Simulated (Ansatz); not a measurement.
Molecular dynamics on a 2×2×1 supercell (16 atoms) of PbS (wurtzite), relaxed with r2SCAN. Forces come from r2SCAN in Ansatz 0.2.0: Langevin thermostat and barostat (NPT), 1300 K, steps of 3 fs. Computed, non-magnetic; the trajectory is short and the cell small, so nothing here is a converged average. The structure comes from a prototype and may be hypothetical.

```yaml
crystal:
  lattice:
    - [9.9940628279, 1.0e-10, 0.0]
    - [-4.997031414, 8.655112296, 0.0]
    - [0.0, 0.0, 5.9976977314]
  atoms:
    - { symbol: Pb, position: [0.1666666667, 0.3333333333, -0.0640853953] }
    - { symbol: Pb, position: [0.3333333333, 0.1666666667, 0.4359146047] }
    - { symbol: S, position: [0.1666666667, 0.3333333333, 0.4390853953] }
    - { symbol: S, position: [0.3333333333, 0.1666666667, 0.9390853953] }
    - { symbol: Pb, position: [0.1666666667, 0.8333333333, -0.0640853953] }
    - { symbol: Pb, position: [0.3333333333, 0.6666666667, 0.4359146047] }
    - { symbol: S, position: [0.1666666667, 0.8333333333, 0.4390853953] }
    - { symbol: S, position: [0.3333333333, 0.6666666667, 0.9390853953] }
    - { symbol: Pb, position: [0.6666666667, 0.3333333333, -0.0640853953] }
    - { symbol: Pb, position: [0.8333333333, 0.1666666667, 0.4359146047] }
    - { symbol: S, position: [0.6666666667, 0.3333333333, 0.4390853953] }
    - { symbol: S, position: [0.8333333333, 0.1666666667, 0.9390853953] }
    - { symbol: Pb, position: [0.6666666667, 0.8333333333, -0.0640853953] }
    - { symbol: Pb, position: [0.8333333333, 0.6666666667, 0.4359146047] }
    - { symbol: S, position: [0.6666666667, 0.8333333333, 0.4390853953] }
    - { symbol: S, position: [0.8333333333, 0.6666666667, 0.9390853953] }
kpoints:
  mp_grid: { grid: [3, 3, 2] }
hamiltonian:
  xc: r2scan
scf:
  occupations: { method: fermi_dirac, width: 0.112 }
md:
  ensemble: npt_langevin
  temperature: 1300
  timestep: 3.0
  n_steps: 30
  initial_velocities: maxwell_boltzmann
  seed: 3046
```

Command: `ansatz run input.yaml --threads 4 --pin off --max-ram 3686MiB --backend cpu --events-out ev --progress --plain --runs-dir out`. It ended after 7.6 min on 4 threads of Arm Neoverse V1, on a shared host; peak host memory 2.7 GiB.

```tsv
step	t (fs)	T (K)	free energy F from step 0 (meV/atom)	kinetic energy (meV/atom)	pressure (GPa)	volume (Å³/atom)	largest force (eV/Å)
0	0	1219	0.0	157.5	1.27	32.42	0.01
1	3	1327	0.5	171.5	1.32	32.42	0.10
2	6	1322	1.9	170.9	1.35	32.42	0.21
3	9	1294	4.4	167.3	1.41	32.40	0.35
4	12	1211	7.8	156.5	1.45	32.39	0.50
5	15	954	11.7	123.3	1.39	32.39	0.66
6	18	998	15.9	129.0	1.48	32.38	0.80
7	21	1029	20.6	133.0	1.57	32.38	0.95
8	24	1122	26.0	145.0	1.69	32.39	1.10
9	27	1171	32.7	151.3	1.78	32.40	1.28
```

The temperature starts at 1219 K, is lowest at step 5 (954 K, 15 fs) and ends at 1171 K. The job's limit cut the run after 9 of 30 steps.

Positions (Å) and forces (eV/Å) at step 9:
```
cell (Å): 9.992 0.000 0.000; -4.996 8.653 0.000; 0.000 0.000 5.996
Pb  -0.072   2.938  -0.366     0.378  -0.558  -0.015
Pb   2.433   1.404   2.551     0.404   0.882   0.097
S   -0.019   2.819   2.643    -0.450   0.285   0.022
S    2.455   1.428   5.527    -0.087  -0.022   0.163
Pb  -2.573   7.116  -0.436     0.950   0.857   0.021
Pb  -0.010   5.743   2.654     0.237   0.132  -0.192
S   -2.314   7.453   2.524     0.098  -1.039   0.111
S   -0.028   5.630   5.737     0.258   0.433  -0.049
Pb   5.018   2.948  -0.360    -0.520  -0.404  -0.157
Pb   7.527   1.405   2.684    -0.178   0.344  -0.018
S    4.933   2.992   2.887     0.081  -0.085  -0.311
S    7.386   1.500   5.613     0.113  -0.403   0.040
Pb   2.611   7.286  -0.416    -0.273  -0.173  -0.026
Pb   5.111   5.775   2.558     0.182  -0.102   0.106
S    2.792   7.251   2.663    -0.265  -0.162   0.026
S    5.171   5.788   5.531    -0.927   0.017   0.180
```
